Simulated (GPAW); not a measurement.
# GaN (P6_3mc) in GPAW: a series of runs

The runs below take GaN through relaxation of cell and atoms, single point, with PBEsol, PBE.

All numbers are computed with GPAW 26.7.0; they aren't measurements. Logs are shortened: lines on timing, memory, paths and dates and some standing lists are left out, and cuts for length are marked. The log counts tension as positive stress, the text compression.

**What was measured.**

“Studying electronic properties in GaN without electrical contacts using γ-γ vs e−-γ Perturbed Angular Correlations”, 2019, pmc:6823545 quotes, for a bulk crystal of GaN: band gap 3.503 ± 0.005 eV (direct).

The results are compared with them further down.

### 1 The crystal as given

It takes space group P6_3mc (No. 186, hexagonal). Conventional cell: a = 3.180 Å, b = 3.180 Å, c = 5.166 Å, α = 90.00°, β = 90.00°, γ = 120.00°. Around Ga (site symmetry 3m) lie 4 N at 1.94 to 1.95 Å. N (site symmetry 3m) is surrounded by 4 Ga at 1.94 to 1.95 Å.

### 2 Relaxation of cell and atoms, PBEsol, target pressure 30 GPa, at which the enthalpy is minimised

The input, run.py:

```python
from ase import Atoms
from ase.filters import FrechetCellFilter
from ase.io import write
from ase.optimize import BFGS
from ase.units import GPa
from gpaw import GPAW, PW, setup_paths

setup_paths.insert(0, '.')

atoms = Atoms(['Ga', 'Ga', 'N', 'N'],
              cell=[[3.18, 0.0, 0.0],
                    [-1.59, 2.753960784, 0.0],
                    [0.0, 0.0, 5.166]],
              scaled_positions=[[0.6666666667, 0.3333333333, 0.5],
                                [0.3333333333, 0.6666666667, 0.0],
                                [0.6666666667, 0.3333333333, 0.875],
                                [0.3333333333, 0.6666666667, 0.375]],
              pbc=True)

calc = GPAW(mode=PW(800),
            xc='PBEsol',
            kpts={'size': (7, 7, 4), 'gamma': True},
            occupations={'name': 'fermi-dirac', 'width': 0.05},
            nbands=18,
            convergence={'density': 1e-05, 'forces': 0.0001},
            maxiter=150,
            txt='gpaw.txt')
atoms.calc = calc
opt = BFGS(FrechetCellFilter(atoms, scalar_pressure=30 * GPa), trajectory='relax.traj', logfile='-')
done = opt.run(fmax=0.02, steps=60)
calc.write('gs.gpw')
write('result.traj', atoms)
print('Converged:', done)
print('Cell:', atoms.cell.cellpar().round(4))
print('Volume:', round(atoms.get_volume(), 4))
print(atoms.get_scaled_positions().round(5))
```

Potentials or basis: PAW data sets generated in the run's folder for this functional, pw.

Launch:

```sh
$ gpaw-setup -f PBEsol Ga N
$ OMP_NUM_THREADS=1 python run.py
```

gpaw.txt:

```text
__  _  _
 | _ |_)|_||  |
 |__||  | ||/\| - 26.7.0

Input parameters:
  mode=PW(ecut=800.0),
  convergence={'density': 1e-05, 'forces': 0.0001},
  kpts=MonkhorstPack(size=(7, 7, 4), gamma=True),
  maxiter=150,
  nbands=18,
  occupations=Occupations(name='fermi-dirac', width=0.05),
  xc=XC(name='PBEsol')

Diagonalizing LCAO Hamiltonian
Converting LCAO to pw mode

           N

           Ga
        N

        Ga

Atoms  # Å, Bohr magnetons
|   | symbol |         x |        y |        z |    initial magnetic moments |
|---|--------|-----------|----------|----------|-----------------------------|
| 0 |     Ga |  1.590000 | 0.917987 | 2.583000 | ( 0.0000,  0.0000,  0.0000) |
| 1 |     Ga | -0.000000 | 1.835974 | 0.000000 | ( 0.0000,  0.0000,  0.0000) |
| 2 |      N |  1.590000 | 0.917987 | 4.520250 | ( 0.0000,  0.0000,  0.0000) |
| 3 |      N | -0.000000 | 1.835974 | 1.937250 | ( 0.0000,  0.0000,  0.0000) |

Unit cell  # Å
| periodic |         x |        y |        z |  lengths |     angles |
|----------|-----------|----------|----------|----------|------------|
|      yes |  3.180000 | 0.000000 | 0.000000 | 3.180000 |  90.000000 |
|      yes | -1.590000 | 2.753961 | 0.000000 | 3.180000 |  90.000000 |
|      yes |  0.000000 | 0.000000 | 5.166000 | 5.166000 | 120.000000 |

Number of symmetries: 6
Symmetry operations  # r_c * U_cc + t_c -> r_c
|   | kind |            matrix            |
|---|------|------------------------------|
| 0 |  σ   |  1, 1, 0,  0,-1, 0,  0, 0, 1 |
| 1 |  E   |  1, 0, 0,  0, 1, 0,  0, 0, 1 |
| 2 |  C3  |  0, 1, 0, -1,-1, 0,  0, 0, 1 |
| 3 |  σ   |  0,-1, 0, -1, 0, 0,  0, 0, 1 |
| 4 |  σ   | -1, 0, 0,  1, 1, 0,  0, 0, 1 |
| 5 |  C3  | -1,-1, 0,  1, 0, 0,  0, 0, 1 |

BZ-sampling:
  Number of BZ points: 196
  Number of IBZ points: 28
[... 184 lines left out ...]
Gap: 2.034 eV
Transition (v -> c):
  (s=0, k=0, n=7, [0.00, 0.00, 0.00]) -> (s=0, k=0, n=8, [0.00, 0.00, 0.00])
No difference between direct/indirect transitions

Stress tensor  # eV/Ang^3
|         x |         y |         z |
|-----------|-----------|-----------|
| -0.053521 |  0.000000 |  0.000000 |
|  0.000000 | -0.053521 |  0.000000 |
|  0.000000 |  0.000000 | -0.067084 |

Forces  # eV/Ang
|       x |       y |        z |
|---------|---------|----------|
| 0.00000 | 0.00000 | -0.17750 |  # Ga   0
| 0.00000 | 0.00000 | -0.17749 |  # Ga   1
| 0.00000 | 0.00000 |  0.17737 |  # N    2
| 0.00000 | 0.00000 |  0.17704 |  # N    3

Interpolating wave functions to new cell

           N

           Ga
        N

        Ga

Atoms  # Å, Bohr magnetons
|   | symbol |         x |        y |         z |    initial magnetic moments |
|---|--------|-----------|----------|-----------|-----------------------------|
| 0 |     Ga |  1.581434 | 0.913042 |  2.567969 | ( 0.0000,  0.0000,  0.0000) |
| 1 |     Ga | -0.000000 | 1.826083 | -0.002523 | ( 0.0000,  0.0000,  0.0000) |
| 2 |      N |  1.581434 | 0.913042 |  4.500884 | ( 0.0000,  0.0000,  0.0000) |
| 3 |      N | -0.000000 | 1.826083 |  1.930386 | ( 0.0000,  0.0000,  0.0000) |

Unit cell  # Å
| periodic |         x |         y |         z |  lengths |     angles |
|----------|-----------|-----------|-----------|----------|------------|
|      yes |  3.162869 |  0.000000 |  0.000000 | 3.162869 |  90.000000 |
|      yes | -1.581434 |  2.739125 | -0.000000 | 3.162869 |  90.000000 |
|      yes |  0.000000 | -0.000000 |  5.140986 | 5.140986 | 120.000000 |

Number of symmetries: 6
Symmetry operations  # r_c * U_cc + t_c -> r_c
|   | kind |            matrix            |
|---|------|------------------------------|
| 0 |  σ   |  1, 1, 0,  0,-1, 0,  0, 0, 1 |
| 1 |  E   |  1, 0, 0,  0, 1, 0,  0, 0, 1 |
| 2 |  C3  |  0, 1, 0, -1,-1, 0,  0, 0, 1 |
| 3 |  σ   |  0,-1, 0, -1, 0, 0,  0, 0, 1 |
| 4 |  σ   | -1, 0, 0,  1, 1, 0,  0, 0, 1 |
| 5 |  C3  | -1,-1, 0,  1, 0, 0,  0, 0, 1 |

BZ-sampling:
  Number of BZ points: 196
  Number of IBZ points: 28
[... 183 lines left out ...]
Gap: 2.148 eV
Transition (v -> c):
  (s=0, k=0, n=7, [0.00, 0.00, 0.00]) -> (s=0, k=0, n=8, [0.00, 0.00, 0.00])
No difference between direct/indirect transitions

Stress tensor  # eV/Ang^3
|         x |         y |         z |
|-----------|-----------|-----------|
| -0.080452 |  0.000000 |  0.000000 |
|  0.000000 | -0.080452 |  0.000000 |
|  0.000000 |  0.000000 | -0.087003 |

Forces  # eV/Ang
|        x |       y |        z |
|----------|---------|----------|
| -0.00000 | 0.00000 | -0.08774 |  # Ga   0
|  0.00000 | 0.00000 | -0.08776 |  # Ga   1
| -0.00000 | 0.00000 |  0.08755 |  # N    2
|  0.00000 | 0.00000 |  0.08738 |  # N    3

Interpolating wave functions to new cell

           N

           Ga
        N

        Ga

Atoms  # Å, Bohr magnetons
|   | symbol |         x |        y |         z |    initial magnetic moments |
|---|--------|-----------|----------|-----------|-----------------------------|
| 0 |     Ga |  1.549329 | 0.894505 |  2.513105 | ( 0.0000,  0.0000,  0.0000) |
| 1 |     Ga | -0.000000 | 1.789011 | -0.008399 | ( 0.0000,  0.0000,  0.0000) |
| 2 |      N |  1.549329 | 0.894505 |  4.421015 | ( 0.0000,  0.0000,  0.0000) |
| 3 |      N | -0.000000 | 1.789011 |  1.899495 | ( 0.0000,  0.0000,  0.0000) |

Unit cell  # Å
| periodic |         x |         y |         z |  lengths |     angles |
|----------|-----------|-----------|-----------|----------|------------|
|      yes |  3.098658 |  0.000000 | -0.000000 | 3.098658 |  90.000000 |
|      yes | -1.549329 |  2.683516 | -0.000000 | 3.098658 |  90.000000 |
|      yes | -0.000000 | -0.000000 |  5.043007 | 5.043007 | 120.000000 |

Number of symmetries: 6
Symmetry operations  # r_c * U_cc + t_c -> r_c
|   | kind |            matrix            |
|---|------|------------------------------|
| 0 |  σ   |  1, 1, 0,  0,-1, 0,  0, 0, 1 |
| 1 |  E   |  1, 0, 0,  0, 1, 0,  0, 0, 1 |
| 2 |  C3  |  0, 1, 0, -1,-1, 0,  0, 0, 1 |
| 3 |  σ   |  0,-1, 0, -1, 0, 0,  0, 0, 1 |
| 4 |  σ   | -1, 0, 0,  1, 1, 0,  0, 0, 1 |
| 5 |  C3  | -1,-1, 0,  1, 0, 0,  0, 0, 1 |

BZ-sampling:
  Number of BZ points: 196
  Number of IBZ points: 28
[... 129 lines left out ...]
SCF iterations
|iter     | |      energy | eigst |  dens |force |
|---------|-|-------------|-------|-------|------|
|iter:   1| |  -25.800330 | -0.63 |       |      |
|iter:   2| |  -25.761539 | -2.75 | -1.29 |      |
|iter:   3| |  -25.623122 | -2.08 | -1.33 |      |
|iter:   4| |  -25.619438 | -3.84 | -2.08 |      |
|iter:   5| |  -25.618815c| -4.20 | -2.43 |      |
|iter:   6| |  -25.618820c| -5.54 | -3.22 |      |
|iter:   7| |  -25.618822c| -6.82 | -3.87 |      |
|iter:   8| |  -25.618822c| -8.03c| -4.40 |      |
|iter:   9| |  -25.618822c| -8.50c| -5.07c|      |
|iter:  10| |  -25.618822c| -9.07c| -5.45c|-3.65 |
|iter:  11| |  -25.618822c|-10.00c| -6.30c|-4.41c|

Converged in 11 steps
Energy contributions relative to reference atoms: (reference = -108640.810967)

Energy contributions:
  Kinetic:          99.516100
  Coulomb:         -86.406935
  Zero:              0.320121
  External:          0.000000
  Xc:              -39.048107
  Entropy:          -0.000000
  Spinorbit:         0.000000
  ----------------------------
  Free energy:     -25.618822
  Extrapolated:    -25.618822

dipole moment: (-0.000023, -0.000039, 14.162036)  # |e|*Ang

Fermi level: 8.987
Eigenvalues  # (at kpt = [0.000, 0.000, 0.000])
| band index |      eig [eV] | occ [0-2] |
|------------|---------------|-----------|
|          0 |        -9.299 |     2.000 |
|          1 |        -6.579 |     2.000 |
|          2 |        -0.274 |     2.000 |
|          3 |         6.210 |     2.000 |
|          4 |         6.210 |     2.000 |
|          5 |         7.343 |     2.000 |
[... 40 lines left out ...]
        Ga

Atoms  # Å, Bohr magnetons
|   | symbol |         x |        y |         z |    initial magnetic moments |
|---|--------|-----------|----------|-----------|-----------------------------|
| 0 |     Ga |  1.551781 | 0.895921 |  2.517859 | ( 0.0000,  0.0000,  0.0000) |
| 1 |     Ga | -0.000000 | 1.791842 | -0.006022 | ( 0.0000,  0.0000,  0.0000) |
| 2 |      N |  1.551781 | 0.895921 |  4.422791 | ( 0.0000,  0.0000,  0.0000) |
| 3 |      N | -0.000000 | 1.791842 |  1.898900 | ( 0.0000,  0.0000,  0.0000) |

Unit cell  # Å
| periodic |         x |         y |        z |  lengths |     angles |
|----------|-----------|-----------|----------|----------|------------|
|      yes |  3.103561 | -0.000000 | 0.000000 | 3.103561 |  90.000000 |
|      yes | -1.551781 |  2.687763 | 0.000000 | 3.103561 |  90.000000 |
|      yes | -0.000000 |  0.000000 | 5.047757 | 5.047757 | 120.000000 |

Number of symmetries: 6
Symmetry operations  # r_c * U_cc + t_c -> r_c
|   | kind |            matrix            |
|---|------|------------------------------|
| 0 |  σ   |  1, 1, 0,  0,-1, 0,  0, 0, 1 |
| 1 |  E   |  1, 0, 0,  0, 1, 0,  0, 0, 1 |
| 2 |  C3  |  0, 1, 0, -1,-1, 0,  0, 0, 1 |
| 3 |  σ   |  0,-1, 0, -1, 0, 0,  0, 0, 1 |
| 4 |  σ   | -1, 0, 0,  1, 1, 0,  0, 0, 1 |
| 5 |  C3  | -1,-1, 0,  1, 0, 0,  0, 0, 1 |

BZ-sampling:
  Number of BZ points: 196
  Number of IBZ points: 28
[... 209 lines left out ...]
        Ga

Atoms  # Å, Bohr magnetons
|   | symbol |         x |        y |         z |    initial magnetic moments |
|---|--------|-----------|----------|-----------|-----------------------------|
| 0 |     Ga |  1.551804 | 0.895935 |  2.518168 | ( 0.0000,  0.0000,  0.0000) |
| 1 |     Ga | -0.000000 | 1.791869 | -0.004966 | ( 0.0000,  0.0000,  0.0000) |
| 2 |      N |  1.551804 | 0.895935 |  4.420423 | ( 0.0000,  0.0000,  0.0000) |
| 3 |      N | -0.000000 | 1.791869 |  1.897281 | ( 0.0000,  0.0000,  0.0000) |

Unit cell  # Å
| periodic |         x |        y |        z |  lengths |     angles |
|----------|-----------|----------|----------|----------|------------|
|      yes |  3.103609 | 0.000000 | 0.000000 | 3.103609 |  90.000000 |
|      yes | -1.551804 | 2.687804 | 0.000000 | 3.103609 |  90.000000 |
|      yes | -0.000000 | 0.000000 | 5.046264 | 5.046264 | 120.000000 |

Number of symmetries: 6
Symmetry operations  # r_c * U_cc + t_c -> r_c
|   | kind |            matrix            |
|---|------|------------------------------|
| 0 |  σ   |  1, 1, 0,  0,-1, 0,  0, 0, 1 |
| 1 |  E   |  1, 0, 0,  0, 1, 0,  0, 0, 1 |
| 2 |  C3  |  0, 1, 0, -1,-1, 0,  0, 0, 1 |
| 3 |  σ   |  0,-1, 0, -1, 0, 0,  0, 0, 1 |
| 4 |  σ   | -1, 0, 0,  1, 1, 0,  0, 0, 1 |
| 5 |  C3  | -1,-1, 0,  1, 0, 0,  0, 0, 1 |

BZ-sampling:
  Number of BZ points: 196
  Number of IBZ points: 28
[... 186 lines left out ...]
Stress tensor  # eV/Ang^3
|         x |         y |         z |
|-----------|-----------|-----------|
| -0.187061 |  0.000000 |  0.000000 |
|  0.000000 | -0.187061 |  0.000000 |
|  0.000000 |  0.000000 | -0.185477 |

Forces  # eV/Ang
|       x |        y |        z |
|---------|----------|----------|
| 0.00000 | -0.00000 |  0.00934 |  # Ga   0
| 0.00000 |  0.00000 |  0.00934 |  # Ga   1
| 0.00000 | -0.00000 | -0.00960 |  # N    2
| 0.00000 |  0.00000 | -0.00952 |  # N    3

# Writing to gs.gpw (mode='')
```

Wall time 96 s (1 thread of Arm Neoverse V2, shared host); peak memory 0.21 GiB.

What came out:

```yaml
Free_energy: -25.6518 eV
Relaxed_volume: 10.52 Å³/atom
Relaxed_cell: a = 3.104 Å, b = 3.104 Å, c = 5.046 Å, α = 90.00°, β = 90.00°, γ = 120.00°
Space_group_after_relaxing_to_0.05_Å: P6_3mc (No. 186)
Energy_change_on_relaxing_the_enthalpy_is_what_falls: +95.7 meV/atom
Ionic_steps: 5
Pressure_after_relaxing: 29.9 GPa
Largest_force_after_relaxing: 0.010 eV/Å
Band_gap_on_the_k_mesh: 2.55 eV, direct
```

Forces on the atoms (eV/Å):
```
Ga   0.000  0.000  0.009
Ga   0.000  0.000  0.009
N    0.000  0.000 -0.010
N    0.000  0.000 -0.010
```

Step by step:
```
step  energy change (eV)  largest force (eV/Å)  pressure (GPa)  volume (Å³)
   1              0.0000                0.1775            9.30        45.24
   2              0.0505                0.0878           13.24        44.54
   3              0.4158                0.1656           31.19        41.93
   4              0.3809                0.0578           29.80        42.11
   5              0.3829                0.0096           29.89        42.10
```

Final structure:
```yaml
crystal:
  lattice:
    - [3.10361, 0.00000, 0.00000]
    - [-1.55180, 2.68780, 0.00000]
    - [0.00000, 0.00000, 5.04626]
  atoms:
    - { symbol: Ga, position: [0.66667, 0.33333, 0.49902] }
    - { symbol: Ga, position: [0.33333, 0.66667, 0.99902] }
    - { symbol: N, position: [0.66667, 0.33333, 0.87598] }
    - { symbol: N, position: [0.33333, 0.66667, 0.37598] }
```

Levels at points of the mesh, in eV from the valence-band top:
| k point | band 5 | band 6 | band 7 | band 8 | band 9 | band 10 | band 11 | band 12 |
| --- | --- | --- | --- | --- | --- | --- | --- | --- |
| (0.00, 0.00, 0.00) | -1.15 | -0.03 | 0.00 | 0.00 | 2.55 | 4.84 | 9.70 | 10.36 |
| (0.00, 0.00, 0.50) | -0.59 | -0.59 | -0.59 | -0.59 | 4.84 | 4.84 | 8.94 | 8.94 |

Caveat: the data sets keep Ga 3d, Li 1s and Be 1s frozen, and some such compounds lay over 1.5 % in volume off other programs; later steps reuse the first step's grids.

(Continued in part 2 of 2.)
